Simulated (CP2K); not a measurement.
Runs of CP2K 2026.2 on Sb. The structure is cubic, space group Fm-3m (No. 225). The conventional cell has a = 4.742 Å, b = 4.742 Å, c = 4.742 Å, α = 90.00°, β = 90.00°, γ = 90.00°. Sb (site symmetry m-3m) has 12 Sb at 3.35 Å as nearest neighbours. This isn't the form of Sb at room conditions, which is rhombohedral.

| level | gap on the mesh (eV) | pressure (GPa) |
| --- | --- | --- |
| HLE17 | none | 0.9 |
| revPBE | none | 3.7 |
| PBE | none | 3.4 |
| PBEsol | none | (a) |
| OLYP | none | 1.5 |
| LDA | none | 2.4 |
| BLYP | none | (b) |

Alike in all rows: task band structure; potentials or basis POTENTIAL_UZH Sb GTH-PBE-q5; TZVP-MOLOPT-PBE-GTH basis; no spin polarisation; cell as given; k mesh 10 × 10 × 10; smearing fermi-dirac 0.05 eV.

Q: Fill in the values left out.

A: (a) 2.1; (b) 8.8.

Caveats: spin-orbit coupling is left out, which moves the levels of the heavy elements; the basis of atomic orbitals isn't converged, which shifts pressures, moduli and gaps; the potentials were made for another functional, which shifts forces and pressure (some runs); the potentials were made for a functional far from this one (some runs).

A k mesh can miss the band edges, and the runs leave out spin-orbit coupling on Sb.

A gap of «none» marks a metal or a gap under the smearing width.
